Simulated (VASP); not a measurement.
## Pt2Se3: single point with PBE

Crystal: Pt2Se3.

```
CELL_PARAMETERS angstrom
3.76594 0.00000 0.00000
-1.88297 3.26140 0.00000
0.00000 0.00000 8.79403
ATOMIC_POSITIONS crystal
Pt 0.33333 0.66667 0.18972
Pt 0.66667 0.33333 0.81028
Se 0.00000 0.00000 0.00000
Se 0.33333 0.66667 0.67507
Se 0.66667 0.33333 0.32493
```

The cell was built by a generator and needn't be a form met in nature.

```
Program                : VASP 6.6.1
Task                   : single point
Functional             : PBE
Potentials or basis    : VASP PAW PBE potentials, release 64 (Pt, Se)
Cutoff                 : 520 eV
k mesh                 : 6 × 6 × 4
Occupations            : gaussian, width 0.1 eV
Spin                   : no spin polarisation
Dipole correction      : no
Further INCAR settings : ALGO = Normal; EDIFF = 1e-06; NBANDS = 27
```

```
Pressure               : 0.0 GPa
Largest force          : 0.024 eV/Å
Band gap on the k mesh : none (metal or under the smearing width)
```

Forces in eV/Å, atoms in the order of the input:
```
Pt   0.000  0.000 -0.024
Pt   0.000  0.000  0.024
Se   0.000  0.000  0.000
Se   0.000  0.000 -0.006
Se   0.000  0.000  0.006
```

Levels at points of the mesh, in eV from the Fermi level:
| k point | band 16 | band 17 | band 18 | band 19 | band 20 | band 21 | band 22 | band 23 |
| --- | --- | --- | --- | --- | --- | --- | --- | --- |
| (0.00, 0.00, 0.00) | -0.96 | -0.96 | 0.05 | 1.04 | 1.04 | 2.42 | 2.42 | 2.91 |
| (0.50, 0.00, 0.00) | -2.28 | -2.20 | -1.55 | -0.76 | 0.01 | 1.85 | 1.88 | 2.06 |
| (0.00, 0.00, 0.50) | -1.21 | -1.04 | -1.04 | 1.24 | 1.24 | 2.31 | 2.31 | 3.83 |
| (0.50, 0.00, 0.50) | -2.34 | -2.11 | -2.04 | -0.95 | -0.23 | 2.24 | 2.33 | 2.70 |

Run time: 29 s on 1 thread of Intel(R) Xeon(R) 6975P-C (Granite Rapids), with other jobs on the host, peak memory 0.25 GiB.

Caveat: this functional lacks dispersion, which binds the layers, so the pressure and a relaxed spacing across them are unreliable. Spin-orbit coupling is left out, which matters for the levels of Pt.
